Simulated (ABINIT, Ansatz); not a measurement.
Planning a run of ABINIT 10.8.3 on BAs (F-43m). The input:

```
acell 3*1.0 Angstrom
rprim 
  -0.000000000000 2.388500000000 2.388500000000
  2.388500000000 -0.000000000000 2.388500000000
  2.388500000000 2.388500000000 -0.000000000000
ntypat 2
znucl 5 33
natom 2
typat 1 2
xred 
  0.000000000000 0.000000000000 0.000000000000
  0.250000000000 0.250000000000 0.250000000000
pp_dirpath "pseudos"
pseudos "B.upf, As.upf"
ecut 44
ngkpt 4 4 4
nshiftk 1
shiftk 0 0 0
kptopt 1
chksymbreak 0
istwfk *1
occopt 1
irdwfk 1
optdriver 3
nband 214
ecuteps 10.4
inclvkb 2
awtr 1
symchi 1
indata_prefix "in"
outdata_prefix "out"
tmpdata_prefix "tmp"
```

```sh
OMP_NUM_THREADS=1 mpirun -n 4 abinit run.abi > log
```

Estimate wall time and host memory on 4 MPI ranks of Intel Xeon Platinum 8375C at 2.90GHz (Ice Lake), shared host.

It took 67 s; on shared hardware allow 34 s to 2.2 min. Peak host memory was 1.1 GiB.

[Paths, hosts, dates, memory and timing lines, banners, echoed tables and standing remarks are left out of the program output.]

[Logs are printed without paths, hosts, clocks, repeated set-up lines and the standing remarks that a program may print on its own settings, such as how far it seeks lower states.]

[Runs of the session that timed out or met a known fault of the program may be left out.]

[Hosts, paths, dates, database ids (printed as entryN), source tags and the programs' standing remarks are cut or masked in the printed files.]

[G0W0 gaps are taken among the corrected bands and points alone; a level outside them can change the order at an edge.]

[Where Ansatz stands beside ABINIT at settings called matched, ABINIT's density can come from a denser mesh and the files from another edition; pairs whose starting gaps differed by over 0.03 eV were left out, so agreement reads better than it is.]
